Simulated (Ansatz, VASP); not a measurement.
Sb in VASP and in Ansatz

INCAR

```
SYSTEM = Sb
ALGO = Normal
EDIFF = 1E-7
ENCUT = 520
GGA = PE
ISIF = 2
ISMEAR = 0
LASPH = .True.
LCHARG = .False.
LREAL = .False.
LWAVE = .False.
NBANDS = 8
NELM = 60
PREC = Accurate
SIGMA = 0.1
```

KPOINTS

```
k-points
0
Gamma
  10 10 10
  0 0 0
```

The input POSCAR:

```
Sb
1.0
   -1.8713408863      1.8713408863      1.8713408863
    1.8713408863     -1.8713408863      1.8713408863
    1.8713408863      1.8713408863     -1.8713408863
Sb
1
Direct
    0.0000000000      0.0000000000      0.0000000000
```

The input input.yaml:

```yaml
crystal:
  lattice:
    - [-1.8713408863, 1.8713408863, 1.8713408863]
    - [1.8713408863, -1.8713408863, 1.8713408863]
    - [1.8713408863, 1.8713408863, -1.8713408863]
  atoms:
    - { symbol: Sb, position: [0.0, 0.0, 0.0] }
kpoints:
  mp_grid: { grid: [10, 10, 10] }
scf:
  occupations: { method: gaussian, width: 0.1 }
hamiltonian:
  xc: pbe
  pseudopotentials: { kind: all_electron, lapw: { basis_error: 0.001 } }
output:
  forces: true
  stress: true
  eigenvalues: true
```

This isn't the form of Sb at room conditions, which is rhombohedral.

Alike in both runs: task single point; functional PBE; k mesh 10 × 10 × 10; occupations gaussian, width 0.1 eV; no spin polarisation.

|  | VASP | Ansatz |
| --- | --- | --- |
| version | VASP 6.6.1 | Ansatz 0.2.0 |
| potentials or method | VASP PAW PBE potentials, release 64 (Sb) | all-electron LAPW, scalar-relativistic |
| plane-wave cutoff (eV) | 520 | see its input |

Ansatz gave:

- gap on the k mesh at the Fermi level (eV): none
- pressure (GPa): 3.2

Q: What did VASP give for the same quantities?

A: gap on the k mesh at the Fermi level (eV): none; pressure (GPa): 3.1.

A gap of «none» marks a metal or a gap that the smearing closes. Ansatz ran all-electron here, so the differences hold the error of VASP's frozen core and of both bases.

The runs have no spin-orbit coupling, so splittings on Sb are missing.
